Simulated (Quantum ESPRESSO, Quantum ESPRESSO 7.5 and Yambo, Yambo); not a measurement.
## SiC (Moissanite): G0W0 on several meshes in Yambo

Aim: the GW shift of SiC (Moissanite) against the k mesh.

Main program and level: Quantum ESPRESSO 7.5 and Yambo 5.3.0; PBE and many-body steps on it, plane waves.

### Step 1. The structure

The structure is hexagonal, space group P6_3mc (No. 186). Conventional cell: a = 3.076 Å, b = 3.076 Å, c = 5.048 Å, α = 90.00°, β = 90.00°, γ = 120.00°. Nearest to Si lie 4 C at 1.87 to 1.94 Å. C has 4 Si at 1.87 to 1.94 Å nearest. Farther neighbours are not listed.

The cell and positions come from the Crystallography Open Database and are kept as given unless a step says otherwise.

### Step 2. Empty states on the mesh, 6×6×4 mesh, 273 bands

This step: Quantum ESPRESSO 7.5; DFT, PBE, plane waves, norm-conserving pseudopotentials.

The sums over transitions need many empty states on a uniform mesh; this step solves for them.

pw.in

```
&control
  calculation = 'nscf'
  prefix = 'x'
  outdir = 'o'
  pseudo_dir = 'pseudo'
/
&system
  ibrav = 0
  nat = 4
  ntyp = 2
  ecutwfc = 74.0
  nbnd = 273
  force_symmorphic = .true.
/
&electrons
  conv_thr = 1e-9
  electron_maxstep = 80
  diago_full_acc = .true.
  diago_thr_init = 5e-6
/
ATOMIC_SPECIES
  Si 28.085 Si.upf
  C 12.011 C.upf
CELL_PARAMETERS angstrom
  3.0760000000 0.0000000000 0.0000000000
  -1.5380000000 2.6638941420 0.0000000000
  0.0000000000 0.0000000000 5.0480000000
ATOMIC_POSITIONS crystal
  Si 0.3333333333 0.6666666667 0.0000000000
  Si 0.6666666667 0.3333333333 0.5000000000
  C 0.3333333333 0.6666666667 0.3850000000
  C 0.6666666667 0.3333333333 0.8850000000
K_POINTS automatic
  6 6 4 0 0 0
```

Launch:

```sh
$ OMP_NUM_THREADS=1 mpirun -n 8 pw.x -nk 4 -in pw.in > pw.out
```

Output:

```text
Program PWSCF v.7.5 starts

     This program is part of the open-source Quantum ESPRESSO suite
     for quantum simulation of materials; please cite
         "P. Giannozzi et al., J. Phys.:Condens. Matter 21 395502 (2009);
         "P. Giannozzi et al., J. Phys.:Condens. Matter 29 465901 (2017);
         "P. Giannozzi et al., J. Chem. Phys. 152 154105 (2020);
     in publications or presentations arising from this work. More details at

     Atomic positions and unit cell read from directory:
     o/x.save/

     Message from routine setup:
[...]
190.1673

          k = 0.0000 0.0000-0.3047 (  2978 PWs)   bands (ev):

[...]
77.8427  77.8427  77.8427  77.8427  78.6509  78.6509  79.2771  79.2771
     [... 23 further rows ...]
   185.6545 185.6545 188.1475 188.1475 188.1475 188.1475 191.6097 191.6097
   191.6097

          k = 0.0000 0.1925 0.0000 (  2982 PWs)   bands (ev):

     [... further k-points ...]

     highest occupied, lowest unoccupied level (ev):     9.8010   12.1304

     XML data file, pseudopotentials, collected wavefunctions

=------------------------------------------------------------------------------=
   JOB DONE.
=------------------------------------------------------------------------------=
```

Wall time 26 s (8 MPI ranks of Intel Xeon Platinum 8488C (Sapphire Rapids), shared host); peak memory 0.78 GiB; 3.4 min of CPU time.

Numbers from this step:

* gap: 2.329 eV
* k of the valence top: 0, 0, 0
* k of the conduction bottom: 0.3333, 0.3333, 0
* least direct gap: 4.083 eV
* k points computed: 24
* lowest point of the top converged band, above the valence top: 180.3664 eV

On this mesh the gap is 2.329 eV.

The density comes from a self-consistent run that is not shown.

### Step 3. Conversion and set-up

This step: Yambo 5.3.0; conversion and set-up on PBE, plane waves, norm-conserving pseudopotentials.

The states are converted to the many-body program's format and the q mesh is built.

Launch:

```sh
$ (cd o/x.save; p2y > p2y.log; mv SAVE ../..); yambo > setup.log
```

Output:

```text
 Yambo, version 5.3.0

 [02] CORE Variables Setup
 =========================

  [02.01] Unit cells
  ==================

  Cell kind             :  HCP
  Atoms in the cell     :  Si  C
  number of Si atoms    :  2
  number of C  atoms    :  2

  List of atomic masses
  Mass of Si    :  28.08500
  Mass of C     :  12.01100

  List of atomic coordinates    : [cc]
  Si1       : -0.29064E-09   3.3560       0.0000      order 1
  Si2       :  2.906399  1.678010  4.769669  order 2
  C1       : -0.29064E-09   3.3560       3.6726      order 3
[...]
Q [ 1]         [rlu]:  0.000000  0.000000  0.000000
 Q [ 2]         [rlu]:  0.000000  0.000000  0.250000
 Q [ 3]         [rlu]:  0.000000  0.000000 -0.500000
[...]
Q [ 8]         [rlu]:  0.10530E-16  0.33333      0.25000
 Q [ 9]         [rlu]:  0.10530E-16  0.33333     -0.50000
 Q [10]         [rlu]: -0.15794E-16 -0.50000       0.0000
     [... 12 further rows ...]
 Q [23]         [rlu]: -0.10530E-16 -0.33333      0.25000
 Q [24]         [rlu]: -0.166667 -0.333333  0.250000

  [03.01] X indexes
  =================

   [03.01.01] Sigma indexes
   ========================

 [06] Game Over & Game summary
```

The job ended after 3.4 s (1 MPI rank; peak memory 0.25 GiB).

### Step 4. 6×6×4

Now the one-shot GW correction: screening in the RPA, then the self-energy of the levels asked for.

This step: G0W0 on PBE, plane waves, norm-conserving pseudopotentials.

gw2.in

```
HF_and_locXC
gw0
dyson
ppa
em1d
rim_cut
RandQpts= 1000000
RandGvec= 1 RL
EXXRLvcs= 74 Ry
VXCRLvcs= 296 Ry
Chimod= "HARTREE"
% BndsRnXp
 1 | 116 |
%
NGsBlkXp= 10.5 Ry
% LongDrXp
 1 | 1 | 1 |
%
% GbndRnge
 1 | 116 |
%
DysSolver= "n"
ExtendOut
PPAPntXp= 27.21138 eV
% QPkrange
 1 | 1 | 7 | 10 |
 19 | 19 | 7 | 10 |
 10 | 10 | 7 | 10 |
%
```

Launch:

```sh
$ OMP_NUM_THREADS=1 mpirun -n 8 yambo -F gw2.in -J gw2 -C gw2 > gw2.log
```

Output:

```text
 Yambo, version 5.3.0

 [02] CORE Variables Setup
 =========================

  [... cell, symmetries and grids as in the set-up ...]

  [02.05] Energies & Occupations
  ==============================

  [X] === General ===
  [X] Electronic Temperature                        :  0.000000  0.000000 [eV K]
  [X] Bosonic    Temperature                        :  0.000000  0.000000 [eV K]
  [X] Finite Temperature mode                       : no
  [X] El. density                                   :  0.38681E+24 [cm-3]
  [X] Fermi Level                                   :  9.800985 [eV]

  [X] === Gaps and Widths ===
  [X] Conduction Band Min                           :  2.329375 [eV]
  [X] Valence Band Max                              :  0.000000 [eV]
  [X] Filled Bands                                  :   8
  [X] Empty Bands                                   :    9  273
  [X] Direct Gap                                    :  4.082938 [eV]
  [X] Direct Gap localized at k                     :  10
  [X] Indirect Gap                                  :  2.329375 [eV]
  [X] Indirect Gap between kpts                     :   1  19
  [X] Last valence band width                       :  4.041689 [eV]
  [X] 1st conduction band width                     :  3.376941 [eV]

 [03] Transferred momenta grid and indexing
 ==========================================

 IBZ Q-points                                      :  24
 BZ  Q-points                                      :  144

 K/Q-points units:
 rlu = crystal or reduced units; cc = cartesian coordinates; iku = interal k-units

 Q [ 1]         [rlu]:  0.000000  0.000000  0.000000
 Q [ 2]         [rlu]:  0.000000  0.000000  0.250000
 Q [ 3]         [rlu]:  0.000000  0.000000 -0.500000
 Q [ 4]         [rlu]:  0.52648E-17  0.16667       0.0000
 Q [ 5]         [rlu]:  0.52648E-17  0.16667      0.25000
 Q [ 6]         [rlu]:  0.52648E-17  0.16667     -0.50000
 Q [ 7]         [rlu]:  0.10530E-16  0.33333       0.0000
 Q [ 8]         [rlu]:  0.10530E-16  0.33333      0.25000
 Q [ 9]         [rlu]:  0.10530E-16  0.33333     -0.50000
 Q [10]         [rlu]: -0.15794E-16 -0.50000       0.0000
     [... 12 further rows ...]
 Q [23]         [rlu]: -0.10530E-16 -0.33333      0.25000
 Q [24]         [rlu]: -0.166667 -0.333333  0.250000

 [04] Coloumb potential Random Integration (RIM)
 ===============================================

  [04.01] RIM initialization
  ==========================

  * Diagonal components only detected *

  8 x (sBL volume)        :  0.049368 [a.u.]
  sBZ random points       :  1000000
  Points outside the sBZ  :   7980387
  RL volume               :  0.888629 [a.u.]
  Integrated volume       :  0.890813 [a.u.]

  [04.02] RIM integrals
  =====================

  Gamma point sphere radius             :  0.066543 [a.u.]
  Points outside the sphere             :   800052
  [Int_sBZ(q=0) 1/q^2]*(Vol_sBZ)^(-1/3) =:  7.695808
                                 should be <:  7.795600

  Summary of Coulomb integrals for non-metallic bands |Q|[au] RIM/Bare

  Q [1] 0.100000E-4 0.987199 * Q [2] 0.164665 0.990669
  Q [4] 0.208024 1.087162 * Q [5] 0.265308 1.047720
  Q [22] 0.265308 1.048576 * Q [3] 0.329330 1.005629
  Q [13] 0.360308 1.031354 * Q [6] 0.389528 1.013153
  Q [14] 0.396152 1.024294 * Q [7] 0.416047 1.023896
  Q [23] 0.447448 1.020214 * Q [8] 0.447448 1.019652
[...]
Q [18] 0.641386 1.009561 * Q [11] 0.645430 1.011360
  Q [12] 0.705637 1.008844 * Q [19] 0.720615 1.009561
  Q [20] 0.739189 1.009023 * Q [21] 0.792303 1.007466

 [WARNING] [Xp] User bands 1-116 break level degeneracy

 [05] Dipoles
 ============

  [05.01] Setup: observables and procedures
  =========================================

  [WARNING] [x,Vnl] slows the Dipoles computation. To neglect it rename the ns.kb_pp file

 [06] Dynamic Dielectric Matrix (PPA)
 ====================================

 [SLK-Inversion]  Pools        :  2
 [SLK-Inversion]  BLACS grid   :  2  2

 [WR./gw2//ndb.pp]---------------------------------------------------------------
  Brillouin Zone Q/K grids (IBZ/BZ)                :   24  144   24  144
  RL vectors                                       :   3863 [WF]
  Coulomb cutoff potential                         : none
  Electronic Temperature                           :  0.000000 [K]
  Bosonic    Temperature                           :  0.000000 [K]
  PPA    diel. fun.  energies                      : Perdew, Burke & Ernzerhof(X)+Perdew, Burke & Ernzerhof(C)
  wavefunctions                                    : Perdew, Burke & Ernzerhof(X)+Perdew, Burke & Ernzerhof(C)
  Global Gauge                                     : length
  X matrix size                                    :  147
  X band range                                     :    1  116
  X e/h energy range                               : -1.000000 -1.000000 [eV]
  X Time ordering                                  : R
  X Hxc Kernel                                     : HARTREE
  X Drude frequency                                :  0.000000  0.000000
  X poles                                          :  100.0000 [o/o]
  RL vectors in the sum                            :   3863
  [r,Vnl] included                                 : yes
  Field direction                                  :  0.577350E-5  0.577350E-5  0.577350E-5
  BZ energy Double Grid                            : no
  BZ energy DbGd points                            : 0
  BZ Q point size factor                           : -1.000000
  X Optical Averaged directions                    : none

 [07] Local Exchange-Correlation + Non-Local Fock
 ================================================

 [VXC] Plane waves :  23969
 [EXS] Plane waves :  3009

 QP @ state[ 1 ] K range:  1  1
 QP @ state[ 1 ] b range:   7  10
 QP @ state[ 2 ] K range:  10  10
 QP @ state[ 2 ] b range:   7  10
 QP @ state[ 3 ] K range:  19  19
 QP @ state[ 3 ] b range:   7  10

 [xc] Functional : Perdew, Burke & Ernzerhof(X)+Perdew, Burke & Ernzerhof(C)
 [xc] LIBXC used to calculate xc functional
  PP Number of Atomic Species                      :  2
  NLCC RL compoments                               :  23969
  PP Number of Atomic Species                      :  2
  NLCC RL compoments                               :  23969

 [xc] E_xc :  -6.098306 [Ha]
      E_xc :  -12.19661 [Ry]

  Local XC kind (lXC) : Perdew, Burke & Ernzerhof(X)+Perdew, Burke & Ernzerhof(C)
  Non-Local XC kind (nlXC) : Hartree-Fock

  Corrections @ K [1] :  [eV]
 <7|nlXC|7> = -17.61870 -0.98525E-17 <7|lXC|7> = -15.05519  0.15105E-14
 <8|nlXC|8> = -17.20569 -0.11706E-17 <8|lXC|8> = -14.88224  0.000000
 <9|nlXC|9> = -7.046528 -0.86160E-18 <9|lXC|9> = -12.18814  0.000000
 <10|nlXC|10> = -7.235779  0.11432E-17 <10|lXC|10> = -12.74597  0.000000

  Corrections @ K [10] :  [eV]
 <7|nlXC|7> = -15.99155 -0.86749E-17 <7|lXC|7> = -12.72520 -0.12981E-15
 <8|nlXC|8> = -17.61855 -0.14570E-16 <8|lXC|8> = -14.53465  0.000000
[...]
Corrections @ K [19] :  [eV]
[...]
<8|nlXC|8> = -16.82049  0.22590E-16 <8|lXC|8> = -12.97933  0.000000
 <9|nlXC|9> = -5.568475  0.24684E-17 <9|lXC|9> = -9.841561  0.000000
 <10|nlXC|10> = -6.215598  0.26323E-17 <10|lXC|10> = -12.29095  0.18882E-15

 [08] Dyson equation: Newton solver
 ==================================

  [08.01] G0W0 (W PPA)
  ====================

  [  GW  ] Bands range     :    1  116
  [GW/PPA] G damping       :  0.100000 [eV]

  QP @ state[ 1 ] K range:  1  1
  QP @ state[ 1 ] b range:   7  10
  QP @ state[ 2 ] K range:  10  10
  QP @ state[ 2 ] b range:   7  10
  QP @ state[ 3 ] K range:  19  19
  QP @ state[ 3 ] b range:   7  10

   Sc/G bands                                       :    1  116
   Sc/G damping                                     :  0.100000 ev
   Sc bands terminator                              : no
   Sx RL components                                 :  3009

   QP @ state[ 1 ] K range                          :  1  1
   QP @ state[ 1 ] b range                          :   7  10
   QP @ state[ 2 ] K range                          :  10  10
   QP @ state[ 2 ] b range                          :   7  10
   QP @ state[ 3 ] K range                          :  19  19
   QP @ state[ 3 ] b range                          :   7  10
   GF energies kind                                 : Perdew, Burke & Ernzerhof(X)+Perdew, Burke & Ernzerhof(C)
   GF WF`s kind                                     : Perdew, Burke & Ernzerhof(X)+Perdew, Burke & Ernzerhof(C)
   Xs energies kind                                 : Perdew, Burke & Ernzerhof(X)+Perdew, Burke & Ernzerhof(C)
   Xs WF`s kind                                     : Perdew, Burke & Ernzerhof(X)+Perdew, Burke & Ernzerhof(C)

 [11] Game Over & Game summary
```

Run time: 2.7 min. Hardware: 8 MPI ranks; peak memory 3.8 GiB; 21 min of CPU time.

This step gave:

* G0W0 gap on the points computed: 2.924 eV
* starting gap on the mesh: 2.329 eV
* k of the valence top: 0, 0, 0
* k of the conduction bottom: 0.3333, 0.3333, 0
* least direct G0W0 gap on the computed points: 4.947 eV
* Z at the valence top: 0.7988
* Z at the conduction bottom: 0.8280

The gap on the mesh goes from 2.33 eV to 2.92 eV, a correction of +0.59 eV.

### Step 5. Empty states on the mesh, 3×3×2 mesh, 116 bands

This step: Quantum ESPRESSO 7.5; DFT, PBE, plane waves, norm-conserving pseudopotentials.

pw.in, as its differences from that of step 2:

```diff
@@ -11,3 +11,3 @@
   ecutwfc = 74.0
-  nbnd = 273
+  nbnd = 116
   force_symmorphic = .true.
@@ -33,2 +33,2 @@
 K_POINTS automatic
-  6 6 4 0 0 0
+  3 3 2 0 0 0
```

Launch:

```sh
$ OMP_NUM_THREADS=1 mpirun -n 8 pw.x -nk 4 -in pw.in > pw.out
```

Output:

```text
[banner, memory and clock lines left out]
Program PWSCF v.7.5 starts

     Atomic positions and unit cell read from directory:
     o/x.save/

     Message from routine setup:
     using ibrav=0 with symmetry is DISCOURAGED, use correct ibrav instead

     bravais-lattice index     =            0
     lattice parameter (alat)  =       5.8128  a.u.
     unit-cell volume          =     279.1382 (a.u.)^3
     number of atoms/cell      =            4
     number of atomic types    =            2
     number of electrons       =        16.00
[...]
[... 3 further rows ...]
[...]
96.6110  96.6110 102.4076 102.4076

          k = 0.0000 0.3849 0.0000 (  3004 PWs)   bands (ev):

[...]
75.4273  76.0488  77.1700  77.4884  77.9068  78.2615  78.9800  80.2632
     [... 3 further rows ...]
    99.4287  99.8965 100.2786 100.6387 101.8504 102.7042 103.1145 103.8533
   104.7466 104.7960 105.6633 106.5423

          k = 0.0000 0.3849-0.3047 (  2994 PWs)   bands (ev):

     [... further k-points ...]

     highest occupied, lowest unoccupied level (ev):     9.8010   12.1304

     XML data file, pseudopotentials, collected wavefunctions
```

The job ended after 3.4 s (8 MPI ranks; peak memory 0.51 GiB; 25 s of CPU time).

Numbers from this step:

```
gap                                                           : 2.329 eV
k of the valence top                                          : 0, 0, 0
k of the conduction bottom                                    : 0.3333, 0.3333, 0
least direct gap                                              : 4.403 eV
k points computed                                             : 6
lowest point of the top converged band, above the valence top : 92.6067 eV
```

On this mesh the gap is 2.329 eV.

(Continued in part 2 of 2.)

[Paths, hosts, dates, memory and timing lines, banners, echoed tables and standing remarks are left out of the program output.]

[Logs are printed without paths, hosts, clocks, repeated set-up lines and the standing remarks that a program may print on its own settings, such as how far it seeks lower states.]

[Runs of the session that timed out or met a known fault of the program may be left out.]

[Hosts, paths, dates, database ids (printed as entryN), source tags and the programs' standing remarks are cut or masked in the printed files.]
